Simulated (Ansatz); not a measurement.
FePt (Tetraferroplatinum):

```
CELL_PARAMETERS angstrom
2.72350 0.00000 0.00000
0.00000 2.72350 0.00000
0.00000 0.00000 3.72000
ATOMIC_POSITIONS crystal
Pt 0.50000 0.50000 0.50000
Fe 0.00000 0.00000 0.00000
```

Base run:

```yaml
Program: Ansatz 0.2.0
Functional: PBE
Potentials_or_basis: all-electron LAPW, scalar-relativistic
Cutoff: 282 eV (chosen from the basis error)
Basis_error_allowed: 0.001 eV/atom
k_mesh: 10 × 10 × 7
Occupations: gaussian, width 0.013 eV
Spin: collinear spin, ferromagnetic start
Starting_moments: "[0.0, 3.0] μB"
```

Its results: pressure 3.4 GPa; net moment 3.28 μB per cell; site moments Pt +0.37; Fe +2.97 μB.

Problem. The run is repeated on the same cell with these changes: functional from PBE to PBEsol; occupations from gaussian, width 0.013 eV to fermi-dirac, width 0.05 eV. What comes out?

Solution. Pressure -6.0 GPa; net moment 3.28 μB per cell; site moments Pt +0.37; Fe +2.96 μB.
